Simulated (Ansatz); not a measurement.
Runs of Ansatz 0.2.0 on Rb. The structure is tetragonal, space group I4/mmm (No. 139). Conventional cell: a = 5.909 Å, b = 5.909 Å, c = 5.462 Å, α = 90.00°, β = 90.00°, γ = 90.00°. This isn't the form of Rb at room conditions, which is bcc.

```csv
task,level,cutoff (eV),smearing,gap on the mesh (eV),pressure (GPa)
single point,RPBE,47,gaussian 0.1 eV,none,0.1
single point,PBE,48,gaussian 0.1 eV,none,-0.1
single point,PBE,48,gaussian 0.05 eV,none,-0.1
density of states,PBEsol,48,tetrahedron,none,(a)
```

Alike in all rows: potentials or basis all-electron LAPW, scalar-relativistic; no spin polarisation; cell as given; k mesh 7 × 7 × 7; basis error allowed 0.001 eV/atom.

Question: Estimate the missing entries.

Answer: (a) -0.2.

Caveats: the program warned that the printed levels may be off, so bands, gaps and densities of states are rough (some runs); with tetrahedron occupations forces and stress needn't match the slope of the energy (some runs).

A k mesh can miss the band edges, and the runs leave out spin-orbit coupling on Rb.

A gap of «none» marks a metal or a gap under the smearing width.
